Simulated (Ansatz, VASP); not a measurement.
One calculation of SiO2, two programs

```
CELL_PARAMETERS angstrom
-2.42061 2.42061 3.81743
2.42061 -2.42061 3.81743
2.42061 2.42061 -3.81743
ATOMIC_POSITIONS crystal
Si 0.00000 0.00000 0.00000
Si 0.75000 0.25000 0.50000
O 0.99838 0.62500 0.87338
O 0.37500 0.24838 0.37338
O 0.75162 0.12500 0.12662
O 0.87500 0.00162 0.62662
```

Change from the starting cell: volume scaled by 1.06, crystal datasets.

Alike in both runs: task electric field gradients; functional PBEsol; k mesh 7 × 7 × 7; occupations fermi-dirac, width 0.03 eV; no spin polarisation.

```csv
,VASP,Ansatz
version,VASP 6.6.1,Ansatz 0.2.0
potentials or method,"VASP PAW PBE potentials, release 64 (Si, O), cutoff 520 eV","all-electron PAW with datasets made for the crystal, scalar-relativistic"
```

Ansatz gave:

| Quantity | Value |
| --- | --- |
| gap on the k mesh at the Fermi level (eV) | 5.58 |
| pressure (GPa) | -7.8 |
| largest component of the traceless stress (GPa) | 1.54 |
| rms of the force components (eV/Å) | 0.327 |
| Vzz of the field gradient on the site that differs most (V/Å²) | 93.7 |

Q: Estimate VASP's values.

A: gap on the k mesh at the Fermi level (eV): 5.57; pressure (GPa): -7.3; largest component of the traceless stress (GPa): 1.48; rms of the force components (eV/Å): 0.313; Vzz of the field gradient on the site that differs most (V/Å²): 92.7.

Atom by atom the forces differ by 0.013 eV/Å (rms over components). Ansatz ran all-electron here, so the differences hold the error of VASP's frozen core and of both bases.

Caveats: the PAW data sets were made with another functional, which shifts forces and pressure a little (VASP); an odd mesh through Γ misses points on the zone boundary, where band edges often lie.
